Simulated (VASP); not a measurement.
# CuI (Marshite) (F-43m) in VASP: notebook, part 2 of 2

VASP 6.6.1. Earlier steps stand in the parts before.

### 4 Relaxation of cell and atoms, revTPSS

File INCAR:

```
PREC = Accurate
ENCUT = 600
EDIFF = 1E-6
ISMEAR = 0
SIGMA = 0.05
LREAL = False
LASPH = True
NELM = 60
ALGO = Normal
ISIF = 3
LWAVE = False
LCHARG = False
METAGGA = RTPSS
LMIXTAU = True
IBRION = 2
NSW = 40
EDIFFG = -0.005
```

File KPOINTS:

```
regular mesh
0
Gamma
  8 8 8
```

File POSCAR:

```
CuI
1.0
    0.0000000000      3.0315000000      3.0315000000
    3.0315000000      0.0000000000      3.0315000000
    3.0315000000      3.0315000000      0.0000000000
I Cu
1 1
Direct
    0.0000000000      0.0000000000      0.0000000000
    0.7500000000      0.7500000000      0.7500000000
```

Potentials or basis: VASP PAW PBE potentials, release 64 (I, Cu).

The run is started by

```console
$ cat potpaw_PBE.64/I/POTCAR potpaw_PBE.64/Cu/POTCAR > POTCAR
$ mpirun -np 1 vasp_std > vasp.out
```

OUTCAR:

```text
PREC = Accurate
   ENCUT = 600
   EDIFF = 1E-6
   ISMEAR = 0
   LREAL = False
   LASPH = True
   NELM = 60
   ISIF = 3
   METAGGA = RTPSS
   IBRION = 2
   NSW = 40
   EDIFFG = -0.005

 ion  position               nearest neighbor table
   1  0.000  0.000  0.000-   2 2.63   2 2.63   2 2.63   2 2.63
   2  0.750  0.750  0.750-   1 2.63   1 2.63   1 2.63   1 2.63

  LATTYP: Found a face centered cubic cell.
 ALAT       =     6.0630000000

  Lattice vectors:

 A1 = (   0.0000000000,   3.0315000000,   3.0315000000)
 A2 = (   3.0315000000,   0.0000000000,   3.0315000000)
 A3 = (   3.0315000000,   3.0315000000,   0.0000000000)

Analysis of symmetry for initial positions (statically):
=====================================================================
 Subroutine PRICEL returns:
 Original cell was already a primitive cell.

 Routine SETGRP: Setting up the symmetry group for a
 face centered cubic supercell.

 Subroutine GETGRP returns: Found 24 space group operations
 (whereof 24 operations were pure point group operations)
 out of a pool of 48 trial point group operations.

The static configuration has the point symmetry T_d .

Analysis of symmetry for dynamics (positions and initial velocities):
=====================================================================
 Subroutine PRICEL returns:
 Original cell was already a primitive cell.

 Routine SETGRP: Setting up the symmetry group for a
 face centered cubic supercell.

 Subroutine GETGRP returns: Found 24 space group operations
 (whereof 24 operations were pure point group operations)
 out of a pool of 48 trial point group operations.

The dynamic configuration has the point symmetry T_d .

 Subroutine INISYM returns: Found 24 space group operations
 (whereof 24 operations are pure point group operations),
 and found     1 'primitive' translations

----------------------------------------------------------------------------------------

                                     Primitive cell

  volume of cell :      55.7189

  direct lattice vectors                    reciprocal lattice vectors
     0.000000000  3.031500000  3.031500000    -0.164934851  0.164934851  0.164934851
     3.031500000  0.000000000  3.031500000     0.164934851 -0.164934851  0.164934851
     3.031500000  3.031500000  0.000000000     0.164934851  0.164934851 -0.164934851

  length of vectors
     4.287188414  4.287188414  4.287188414     0.285675541  0.285675541  0.285675541

  position of ions in fractional coordinates (direct lattice)
     0.000000000  0.000000000  0.000000000
     0.750000000  0.750000000  0.750000000

  ion indices of the primitive-cell ions
   primitive index   ion index
                 1           1
                 2           2

[... 112 lines left out ...]

 number of electron      18.0000006 magnetization

 Free energy of the ion-electron system (eV)
  ---------------------------------------------------
  ext. energy  EPLUGINS =         0.00000000
  ---------------------------------------------------
  free energy    TOTEN  =        19.28349388 eV

  energy without entropy =       19.28349388  energy(sigma->0) =       19.28349388

------------------------ aborting loop because EDIFF is reached ----------------------------------------

  FORCE on cell =-STRESS in cart. coord.  units (eV):
  Direction    XX          YY          ZZ          XY          YZ          ZX
  --------------------------------------------------------------------------------------
  -------------------------------------------------------------------------------------
  Total       -0.3592861     -0.3592861     -0.3592861      0.0000000      0.0000000     -0.0000000
  in kB      -10.3311396    -10.3311396    -10.3311396      0.0000000      0.0000000     -0.0000000
  external PRESSURE =     -10.3311396 kB  Pullay stress =       0.0000000 kB

 VOLUME and BASIS-vectors are now :
 -----------------------------------------------------------------------------
  energy-cutoff  :      600.00
  volume of cell :       55.72
      direct lattice vectors                 reciprocal lattice vectors
     0.000000000  3.031500000  3.031500000    -0.164934851  0.164934851  0.164934851
     3.031500000  0.000000000  3.031500000     0.164934851 -0.164934851  0.164934851
     3.031500000  3.031500000  0.000000000     0.164934851  0.164934851 -0.164934851

 POSITION                                       TOTAL-FORCE (eV/Angst)
 -----------------------------------------------------------------------------------
      0.00000      0.00000      0.00000        -0.000000     -0.000000     -0.000000
      4.54725      4.54725      4.54725         0.000000      0.000000      0.000000
 -----------------------------------------------------------------------------------
    total drift:                               -0.000000     -0.000000     -0.000000

  FREE ENERGIE OF THE ION-ELECTRON SYSTEM (eV)
  ---------------------------------------------------
  free  energy   TOTEN  =        19.2834938843 eV

  energy  without entropy=       19.2834938843  energy(sigma->0) =       19.28349388

--------------------------------------- Ionic step        2  -------------------------------------------

 number of electron      17.9999996 magnetization

 Free energy of the ion-electron system (eV)
  ---------------------------------------------------
  ext. energy  EPLUGINS =         0.00000000
  ---------------------------------------------------
  free energy    TOTEN  =        19.27851865 eV

  energy without entropy =       19.27851865  energy(sigma->0) =       19.27851865

 E-fermi :   4.8692     XC(G=0):  -9.4378

 val. band max:        4.6435870174   @ k =   0.0000   0.0000   0.0000
 cond. band min:       5.9946796383   @ k =   0.0000   0.0000   0.0000
 fundamental gap:      1.3510926209
 Fermi energy:         4.8691759414

 k-point     1 :       0.0000    0.0000    0.0000
  band No.  band energies     occupation
      1      -9.6570      2.00000
      2       0.8517      2.00000
      3       0.8517      2.00000
      4       0.8517      2.00000
      5       2.7167      2.00000
      6       2.7167      2.00000
      7       4.6436      2.00000
      8       4.6436      2.00000
      9       4.6436      2.00000
     10       5.9947      0.00000
     11       9.6061      0.00000
     12       9.6061      0.00000
     13       9.6061      0.00000
[... 354 lines left out ...]
  band No.  band energies     occupation
      1      -8.9390      2.00000
      2      -0.9202      2.00000
      3       0.2703      2.00000
      4       0.8189      2.00000
      5       2.6446      2.00000
      6       2.7279      2.00000
      7       2.8425      2.00000
      8       3.2824      2.00000
      9       3.5842      2.00000
     10       8.3164      0.00000
     11       9.2846      0.00000
     12      10.9882      0.00000
     13      12.1741      0.00000

 [... further k-points ...]

------------------------ aborting loop because EDIFF is reached ----------------------------------------

  FORCE on cell =-STRESS in cart. coord.  units (eV):
  Direction    XX          YY          ZZ          XY          YZ          ZX
  --------------------------------------------------------------------------------------
  -------------------------------------------------------------------------------------
  Total        0.0036267      0.0036267      0.0036267      0.0000000      0.0000000     -0.0000000
  in kB        0.1070435      0.1070435      0.1070435      0.0000000      0.0000000     -0.0000000
  external PRESSURE =       0.1070435 kB  Pullay stress =       0.0000000 kB

 VOLUME and BASIS-vectors are now :
 -----------------------------------------------------------------------------
  energy-cutoff  :      600.00
  volume of cell :       54.28
      direct lattice vectors                 reciprocal lattice vectors
     0.000000000  3.005227637  3.005227637    -0.166376748  0.166376748  0.166376748
     3.005227637  0.000000000  3.005227637     0.166376748 -0.166376748  0.166376748
     3.005227637  3.005227637 -0.000000000     0.166376748  0.166376748 -0.166376748

 POSITION                                       TOTAL-FORCE (eV/Angst)
 -----------------------------------------------------------------------------------
      6.01046      6.01046      6.01046         0.000000     -0.000000      0.000000
      4.50784      4.50784      4.50784        -0.000000      0.000000     -0.000000
 -----------------------------------------------------------------------------------
    total drift:                               -0.000000     -0.000000     -0.000000

  FREE ENERGIE OF THE ION-ELECTRON SYSTEM (eV)
  ---------------------------------------------------
  free  energy   TOTEN  =        19.2785186458 eV

  energy  without entropy=       19.2785186458  energy(sigma->0) =       19.27851865

 reached required accuracy - stopping structural energy minimisation
```

CONTCAR:

```text
CuI
   1.00000000000000
     0.0000000000000000    3.0052276373685691    3.0052276373685691
     3.0052276373685691    0.0000000000000000    3.0052276373685691
     3.0052276373685691    3.0052276373685691   -0.0000000000000000
  I               Cu
     1     1
Direct
     1.0000000000000000    1.0000000000000000    1.0000000000000000
     0.7500000000000000    0.7500000000000000    0.7500000000000000

  0.00000000E+00  0.00000000E+00  0.00000000E+00
  0.00000000E+00  0.00000000E+00  0.00000000E+00
```

Wall time 1.7 min (1 thread of Intel Xeon 6975P-C (Granite Rapids), shared host); peak memory 0.24 GiB.

Results:

```yaml
Free_energy: 19.2785 eV
Relaxed_volume: 27.14 Å³/atom
Relaxed_cell: a = 4.250 Å, b = 4.250 Å, c = 4.250 Å, α = 60.00°, β = 60.00°, γ = 60.00°
Space_group_after_relaxing_to_0.05_Å: F-43m (No. 216)
Energy_gained_by_relaxing: 2.5 meV/atom
Ionic_steps: 2
Pressure_after_relaxing: 0.0 GPa
Band_gap_on_the_k_mesh: 1.35 eV, direct
```

Step by step:
| step | energy change (eV) | largest force (eV/Å) | pressure (GPa) | volume (Å³) |
| --- | --- | --- | --- | --- |
| 1 | 0.0000 | 0.0000 | -1.03 | 55.72 |
| 2 | -0.0050 | 0.0000 | 0.01 | 54.28 |

Final structure:
```cif
data_structure
_symmetry_space_group_name_H-M 'P 1'
_symmetry_Int_Tables_number 1
_cell_length_a 4.2500
_cell_length_b 4.2500
_cell_length_c 4.2500
_cell_angle_alpha 60.000
_cell_angle_beta 60.000
_cell_angle_gamma 60.000
_cell_volume 54.28
loop_
_atom_site_label
_atom_site_type_symbol
_atom_site_fract_x
_atom_site_fract_y
_atom_site_fract_z
_atom_site_occupancy
I1 I 0.00000 0.00000 0.00000 1
Cu1 Cu 0.75000 0.75000 0.75000 1
```

Levels at points of the mesh, in eV from the valence-band top:
| k point | band 5 | band 6 | band 7 | band 8 | band 9 | band 10 | band 11 | band 12 | band 13 |
| --- | --- | --- | --- | --- | --- | --- | --- | --- | --- |
| (0.00, 0.00, 0.00) | -1.93 | -1.93 | 0.00 | 0.00 | 0.00 | 1.35 | 4.96 | 4.96 | 4.96 |
| (0.50, 0.00, 0.00) | -1.90 | -1.90 | -1.86 | -0.75 | -0.75 | 2.30 | 5.47 | 5.47 | 7.38 |
| (0.50, 0.50, 0.00) | -1.98 | -1.86 | -1.83 | -1.58 | -1.58 | 2.64 | 2.95 | 9.49 | 10.09 |

Caveat: the PAW data sets were made with another functional, which shifts forces and pressure a little; spin-orbit coupling is left out, which moves the levels of the heavy elements.

### 5 Relaxation of cell and atoms, r2SCAN+rVV10

File INCAR:

```
PREC = Accurate ; ENCUT = 600
EDIFF = 1E-7 ; ISMEAR = 0
SIGMA = 0.05 ; LREAL = False
LASPH = True ; NELM = 60
ALGO = Normal ; ISIF = 3
LWAVE = False ; LCHARG = False
METAGGA = R2SCAN ; LMIXTAU = True
LUSE_VDW = True ; IVDW_NL = 2
BPARAM = 11.95 ; CPARAM = 0.0093
IBRION = 2 ; NSW = 60
EDIFFG = -0.01
```

KPOINTS is that of step 4.

POSCAR is that of step 4.

Potentials or basis: VASP PAW PBE potentials, release 64 (I, Cu).

The run is started by

```console
$ cat potpaw_PBE.64/I/POTCAR potpaw_PBE.64/Cu/POTCAR > POTCAR
$ mpirun -np 1 vasp_std > vasp.out
```

OUTCAR:

```text
PREC = Accurate
   ENCUT = 600
   EDIFF = 1E-7
   ISMEAR = 0
   LREAL = False
   LASPH = True
   NELM = 60
   ISIF = 3
   METAGGA = R2SCAN
   IVDW_NL = 2
   BPARAM = 11.95
   IBRION = 2
   NSW = 60
   EDIFFG = -0.01

 ion  position               nearest neighbor table
   1  0.000  0.000  0.000-   2 2.63   2 2.63   2 2.63   2 2.63
   2  0.750  0.750  0.750-   1 2.63   1 2.63   1 2.63   1 2.63

  LATTYP: Found a face centered cubic cell.
 ALAT       =     6.0630000000

  Lattice vectors:

 A1 = (   0.0000000000,   3.0315000000,   3.0315000000)
 A2 = (   3.0315000000,   0.0000000000,   3.0315000000)
 A3 = (   3.0315000000,   3.0315000000,   0.0000000000)

Analysis of symmetry for initial positions (statically):
[... 272 lines left out ...]
      3       0.6903      2.00000
      4       0.6903      2.00000
      5       2.6648      2.00000
      6       2.6648      2.00000
      7       4.6702      2.00000
      8       4.6702      2.00000
      9       4.6702      2.00000
     10       6.3459      0.00000
     11       9.8448      0.00000
     12       9.8448      0.00000
     13       9.8448      0.00000
[... 354 lines left out ...]
  band No.  band energies     occupation
      1      -9.3156      2.00000
      2      -1.0935      2.00000
      3       0.1096      2.00000
      4       0.6616      2.00000
      5       2.5839      2.00000
      6       2.6739      2.00000
      7       2.7943      2.00000
      8       3.2591      2.00000
      9       3.5697      2.00000
     10       8.6143      0.00000
     11       9.5032      0.00000
     12      11.3070      0.00000
     13      12.5078      0.00000

 [... further k-points ...]

------------------------ aborting loop because EDIFF is reached ----------------------------------------

  FORCE on cell =-STRESS in cart. coord.  units (eV):
  Direction    XX          YY          ZZ          XY          YZ          ZX
  --------------------------------------------------------------------------------------
  -------------------------------------------------------------------------------------
  Total       -0.0002253     -0.0002253     -0.0002253      0.0000000      0.0000000     -0.0000000
  in kB       -0.0067311     -0.0067311     -0.0067311      0.0000000      0.0000000     -0.0000000
  external PRESSURE =      -0.0067311 kB  Pullay stress =       0.0000000 kB
[... 17 lines left out ...]
  FREE ENERGIE OF THE ION-ELECTRON SYSTEM (eV)
  ---------------------------------------------------
  free  energy   TOTEN  =       -35.2419716725 eV

  energy  without entropy=      -35.2419716725  energy(sigma->0) =      -35.24197167

 reached required accuracy - stopping structural energy minimisation
```

OSZICAR:

```text
N       E                     dE             d eps       ncg     rms          rms(c)
DAV:   1     0.751670855423E+02    0.75167E+02   -0.86466E+03   754   0.171E+03
DAV:   2    -0.301317428979E+02   -0.10530E+03   -0.98176E+02   764   0.286E+02
DAV:   3    -0.382989997235E+02   -0.81673E+01   -0.79836E+01  1038   0.877E+01
DAV:   4    -0.385462245000E+02   -0.24722E+00   -0.24702E+00   809   0.137E+01
[... 39 lines left out ...]
DAV:   6    -0.352419680280E+02    0.91030E-06   -0.19599E-05   754   0.670E-02    0.234E-03
DAV:   7    -0.352419698161E+02   -0.17880E-05   -0.78585E-06   754   0.406E-02    0.188E-03
DAV:   8    -0.352419710981E+02   -0.12820E-05   -0.13716E-06   764   0.127E-02    0.108E-03
DAV:   9    -0.352419716657E+02   -0.56763E-06   -0.21664E-07   792   0.106E-02    0.501E-04
DAV:  10    -0.352419716725E+02   -0.68494E-08   -0.20618E-08   392   0.261E-03
   3 F= -.35241972E+02 E0= -.35241972E+02  d E =-.110066E-01
```

Run time: 4.5 min. Hardware: 1 thread of Intel Xeon 6975P-C (Granite Rapids), shared host; peak memory 0.41 GiB.

Results:

* Free energy: -35.2420 eV
* Relaxed volume: 26.81 Å³/atom
* Relaxed cell: a = 4.233 Å, b = 4.233 Å, c = 4.233 Å, α = 60.00°, β = 60.00°, γ = 60.00°
* Space group after relaxing (to 0.05 Å): F-43m (No. 216)
* Energy gained by relaxing: 5.5 meV/atom
* Ionic steps: 3
* Pressure after relaxing: 0.0 GPa
* Band gap on the k mesh: 1.68 eV, direct

Step by step:
| step | energy change (eV) | largest force (eV/Å) | pressure (GPa) | volume (Å³) |
| --- | --- | --- | --- | --- |
| 1 | 0.0000 | 0.0000 | -1.63 | 55.72 |
| 2 | -0.0109 | 0.0000 | 0.13 | 53.47 |
| 3 | -0.0110 | 0.0000 | 0.00 | 53.62 |

Final structure:
```yaml
crystal:
  lattice:
    - [0.00000, 2.99295, 2.99295]
    - [2.99295, 0.00000, 2.99295]
    - [2.99295, 2.99295, 0.00000]
  atoms:
    - { symbol: I, position: [0.00000, 0.00000, 0.00000] }
    - { symbol: Cu, position: [0.75000, 0.75000, 0.75000] }
```

Caveat: the PAW data sets were made with another functional, which shifts forces and pressure a little; spin-orbit coupling is left out, which moves the levels of the heavy elements. r2SCAN opens gaps a little over a GGA but as a rule still falls short of measured ones.

### 6 For comparison

An earlier run on the cell as given: functional PBEsol; potentials or basis VASP PAW PBE potentials, release 64 (I, Cu); cutoff 520 eV; k mesh 8 × 8 × 8; occupations fermi-dirac, width 0.05 eV; no spin polarisation.

* Pressure: -2.5 GPa
* Band gap on the k mesh: 1.03 eV, direct

### 7 Summary

| task | level | cell | cutoff (eV) | smearing | optimiser | ladder | gap on the mesh (eV) | pressure (GPa) | relaxed volume (Å³/atom) |
| --- | --- | --- | --- | --- | --- | --- | --- | --- | --- |
| relaxation of cell and atoms | RPBE+D3(BJ) | relaxed from: volume scaled by 1.08 | 600 | gaussian 0.01 eV | LBFGS | - | 1.77 | 0.0 | 23.67 |
| relaxation of cell and atoms | r2SCAN | relaxed | 600 | gaussian 0.05 eV | - | - | 1.67 | 0.0 | 27.30 |
| relaxation of cell and atoms | revTPSS | relaxed | 600 | gaussian 0.05 eV | - | - | 1.35 | 0.0 | 27.14 |
| relaxation of cell and atoms | r2SCAN+rVV10 | relaxed | 600 | gaussian 0.05 eV | - | - | 1.68 | 0.0 | 26.81 |
| single point | PBEsol | as given | 520 | fermi-dirac 0.05 eV | - | free | 1.03 | -2.5 | - |

Alike in all rows: potentials or basis VASP PAW PBE potentials, release 64 (I, Cu); no spin polarisation; k mesh 8 × 8 × 8.

Caveats: the PAW data sets were made with another functional, which shifts forces and pressure a little; spin-orbit coupling is left out, which moves the levels of the heavy elements.

Absolute energies hang on the potentials; compare differences alone.
